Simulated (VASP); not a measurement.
## Re: single point with PBEsol

Re:

```
Re
1.0
     0.00000    1.94033    1.94033
     1.94033    0.00000    1.94033
     1.94033    1.94033    0.00000
Re
1
Direct
  0.00000 0.00000 0.00000
```

This isn't the form of Re at room conditions, which is hcp.

```yaml
Program: VASP 6.6.1
Task: single point
Functional: PBEsol
Potentials_or_basis: VASP PAW PBE potentials, release 64 (Re)
Cutoff: 520 eV
k_mesh: 18 × 18 × 18
Occupations: gaussian, width 0.1 eV
Spin: no spin polarisation
Dipole_correction: no
Further_INCAR_settings: ALGO = Normal; EDIFF = 1e-06; NBANDS = 10
```

| Quantity | Value |
| --- | --- |
| Pressure | -0.1 GPa |
| Band gap on the k mesh | none (metal or under the smearing width) |

Levels at points of the mesh, in eV from the Fermi level:
```tsv
k point	band 1	band 2	band 3	band 4	band 5	band 6	band 7	band 8	band 9
(0.00, 0.00, 0.00)	-10.20	-1.93	-1.93	-1.93	1.29	1.29	13.97	19.64	19.64
(0.50, 0.00, 0.00)	-6.94	-2.15	-2.15	0.24	3.89	3.89	10.07	13.46	20.23
(0.50, 0.50, 0.00)	-6.91	-6.02	2.85	3.83	4.65	4.65	12.35	12.35	13.15
```

It took 19 s on 1 thread of Intel(R) Xeon(R) Platinum 8259CL CPU @ 2.50GHz (Skylake/Cascade Lake) (shared host), peak memory 0.15 GiB.

Caveat: the PAW data sets were made with another functional, which shifts forces and pressure a little. Spin-orbit coupling is left out, which matters for the levels of Re.
